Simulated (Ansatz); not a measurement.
**Equation of state of InSb**

```
In Sb
1.0
     0.00000    3.23910    3.23910
     3.23910    0.00000    3.23910
     3.23910    3.23910    0.00000
In Sb
1 1
Direct
  0.00000 0.00000 0.00000
  0.75000 0.75000 0.75000
```

The conventional cell has a = 6.478 Å, b = 6.478 Å, c = 6.478 Å, α = 90.00°, β = 90.00°, γ = 90.00°. In (atom 1) has 4 Sb at 2.81 Å as nearest neighbours. Around Sb (atom 2) lie 4 In at 2.81 Å.

The cell is COD entry 9008853, as deposited and not checked against the literature; nothing was relaxed.

No spin–orbit coupling, which matters for the heavy atoms here.

Methods: DFT, LDA, all-electron LAPW, scalar-relativistic (Ansatz 0.2.0); DFT, LDA, PAW with Ansatz's default frozen-core files, scalar-relativistic (Ansatz 0.2.0).

For LAPW: a Γ-centred 10×10×10 k mesh, Fermi–Dirac smearing of 0.03 eV, basis error target 0.25 meV/atom, no spin polarisation. PAW takes a cutoff of 420 eV at this cell (files made with PBE, cores remade for this functional). The Ansatz runs share mesh, smearing and spin set-up. Plane-wave (PAW) pressures include the program's estimate of the Pulay term.

The cell above is scaled evenly, with fractional coordinates and shape held.

```
V/V(cell)  V (Å³/atom)  P, LAPW (GPa)  P, PAW (GPa)  free energy over the lowest listed, PAW (meV/atom)
   0.9400       31.945           2.57          2.55                                                12.1
   0.9405       31.962           2.54          2.52                                                11.8
   0.9600       32.625           1.39          1.38                                                 3.8
   0.9800       33.304           0.35          0.33                                                 0.2
   0.9900       33.644          -0.13         -0.14                                                 0.0
   1.0000       33.984          -0.58         -0.59                                                 0.8
   1.0100       34.324          -1.00         -1.02                                                 2.5
   1.0200       34.664          -1.40         -1.42                                                 5.1
   1.0400       35.343          -2.14         -2.15                                                12.7
   1.0600       36.023          -2.78         -2.80                                                23.2
```

(1) What do Birch–Murnaghan fits to the pressures give?

## Answers

(1) LAPW: V0 = 33.55 Å³/atom, B0 = 47 GPa, B0′ = 4.9; PAW: V0 = 33.54 Å³/atom, B0 = 47 GPa, B0′ = 4.9.
